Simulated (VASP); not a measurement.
A run of VASP 6.6.1:

The input INCAR:

```
SYSTEM = CdTe
PREC = Accurate
ENCUT = 520
EDIFF = 1E-6
ISMEAR = 0
SIGMA = 0.02
LREAL = .False.
LASPH = .True.
NELM = 80
ALGO = Normal
ISIF = 2
LWAVE = .False.
LCHARG = .False.
GGA = PS
```

KPOINTS

```
Automatic mesh
0
Gamma
  10 10 10
  0 0 0
```

The input POSCAR:

```
CdTe                                    
1.0
   -0.0000000000      3.2472359719      3.2472359719
    3.2472359719      0.0000000000      3.2472359719
    3.2472359719      3.2472359719     -0.0000000000
  Cd              Te            
     1     1
Direct
     0.0000000000000000    0.0000000000000000    0.0000000000000000
     0.2500000000000000    0.2500000000000000    0.2500000000000000
```

File KPOINTS_OPT:

```
path GXWKGLUWLK,UX
20
line-mode
reciprocal
 0.0000000000  0.0000000000  0.0000000000  G
 0.5000000000  0.0000000000  0.5000000000  X

 0.5000000000  0.0000000000  0.5000000000  X
 0.5000000000  0.2500000000  0.7500000000  W

 0.5000000000  0.2500000000  0.7500000000  W
 0.3750000000  0.3750000000  0.7500000000  K

 0.3750000000  0.3750000000  0.7500000000  K
 0.0000000000  0.0000000000  0.0000000000  G

 0.0000000000  0.0000000000  0.0000000000  G
 0.5000000000  0.5000000000  0.5000000000  L

 0.5000000000  0.5000000000  0.5000000000  L
 0.6250000000  0.2500000000  0.6250000000  U

 0.6250000000  0.2500000000  0.6250000000  U
 0.5000000000  0.2500000000  0.7500000000  W

 0.5000000000  0.2500000000  0.7500000000  W
 0.5000000000  0.5000000000  0.5000000000  L

 0.5000000000  0.5000000000  0.5000000000  L
 0.3750000000  0.3750000000  0.7500000000  K

 0.6250000000  0.2500000000  0.6250000000  U
 0.5000000000  0.0000000000  0.5000000000  X
```

Potentials or basis: VASP PAW PBE potentials, release 64 (Cd, Te).

Run with:

```console
$ cat potpaw_PBE.64/Cd/POTCAR potpaw_PBE.64/Te/POTCAR > POTCAR
$ mpirun -np 1 vasp_std > vasp.out
```

Hardware: 1 thread of Intel(R) Xeon(R) 6975P-C (Granite Rapids) (shared host).

Question: Estimate the wall time of this run.

Answer: Wall time 56 s on 1 thread of Intel(R) Xeon(R) 6975P-C (Granite Rapids), with other jobs on the host, peak memory 0.24 GiB. Counts: scf iterations 52, k points 47.
